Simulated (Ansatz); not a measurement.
Consider the formal exchange of groups at a B–S bond: `BSB` + `C=CCC` → `B/C=C/CC` + `BS`.

Gas-phase electronic energies from Ansatz, PBE0-D4/def2-TZVP geometries. CBS: MP2 limit from def2 TZ/QZ plus the TZ coupled-cluster correction, frozen cores. This one scheme is used for every species. DFT in def2-TZVPP. B3LYP here is the variant with VWN-RPA as its local correlation; programs differ in this. Each species was taken in one conformer, which may not be the lowest.

Is it downhill or uphill in electronic energy at CCSD(T)/CBS, and by how much? (An estimate is asked.)

The calculation gave: Uphill: ΔE = +8.6 kcal/mol.

What do these levels give: PBE-D4, r2SCAN-D4, PBE0-D4, ωB97X-V, B2PLYP, r2SCAN, PBE0, B3LYP, HF/def2-TZVPP, HF/def2-QZVPP, SCS-MP2/def2-QZVPP, CCSD/CBS(def2)? (An estimate is asked.)

Ansatz gave: PBE-D4 7.0, r2SCAN-D4 7.2, PBE0-D4 7.5, ωB97X-V 7.9, B2PLYP 7.6, r2SCAN 7.2, PBE0 7.5, B3LYP 6.8, HF/def2-TZVPP 7.8, HF/def2-QZVPP 7.8, SCS-MP2/def2-QZVPP 8.7, CCSD/CBS(def2) 8.6 kcal/mol.

Largest T1 diagnostic among the species: 0.015.
